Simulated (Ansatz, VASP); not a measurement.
Given: the input of a run of Ansatz 0.2.0 on Ca.

File input.yaml:

```yaml
crystal:
  lattice:
    - [0.0, 2.7942, 2.7942]
    - [2.7942, 0.0, 2.7942]
    - [2.7942, 2.7942, 0.0]
  atoms:
    - { symbol: Ca, position: [0.0, 0.0, 0.0] }
kpoints:
  mp_grid: { grid: [8, 8, 8] }
scf:
  occupations: { method: fermi_dirac, width: 0.05 }
hamiltonian:
  xc: pbesol
  pseudopotentials: { kind: all_electron, lapw: { basis_error: 0.001 } }
output:
  forces: true
  stress: true
relax:
  f_tol: 0.02
  max_steps: 60
  cell: {}
```

Potentials or basis: all-electron LAPW, scalar-relativistic.

Launch:

```bash
$ ansatz run input.yaml --threads 1 --pin off --max-ram 3072MiB --backend cpu --events-out ev --progress --plain --runs-dir out
```

Problem. Set up the same calculation for VASP 6.6.1. Potentials there: VASP PAW PBE potentials, release 64 (Ca_sv).

Solution. As run (the cutoff follows the program's own potentials):

INCAR

```
SYSTEM = Ca
PREC = Accurate
ENCUT = 600
EDIFF = 1E-7
ISMEAR = -1
SIGMA = 0.05
LREAL = .False.
LASPH = .True.
NELM = 80
ALGO = Normal
ISIF = 3
LWAVE = .False.
LCHARG = .False.
GGA = PS
IBRION = 2
NSW = 80
EDIFFG = -0.02
```

The input KPOINTS:

```
Automatic mesh
0
Gamma
  8 8 8
  0 0 0
```

Contents of POSCAR:

```
Ca
1.0
    0.0000000000      2.7942000000      2.7942000000
    2.7942000000      0.0000000000      2.7942000000
    2.7942000000      2.7942000000      0.0000000000
Ca
1
Direct
    0.0000000000      0.0000000000      0.0000000000
```

Potentials or basis: VASP PAW PBE potentials, release 64 (Ca_sv).

Command:

```console
$ cat potpaw_PBE.64/Ca_sv/POTCAR > POTCAR
$ mpirun -np 1 vasp_std > vasp.out
```

Both were run:

|  | VASP | Ansatz | Ansatz less VASP |
| --- | --- | --- | --- |
| relaxed volume (Å³/atom) | 40.67 | 40.54 | -0.137 |
| relaxed cell length with the largest relative difference (Å) | 3.860 | 3.856 | -0.0043 |
| energy change over the relaxation (meV/atom) | -11 | -12 | -0.6 |

Ansatz ran all-electron here, so the differences hold the error of VASP's frozen core and of both bases.

Caveats: the PAW data sets were made with another functional, which shifts forces and pressure a little (VASP).
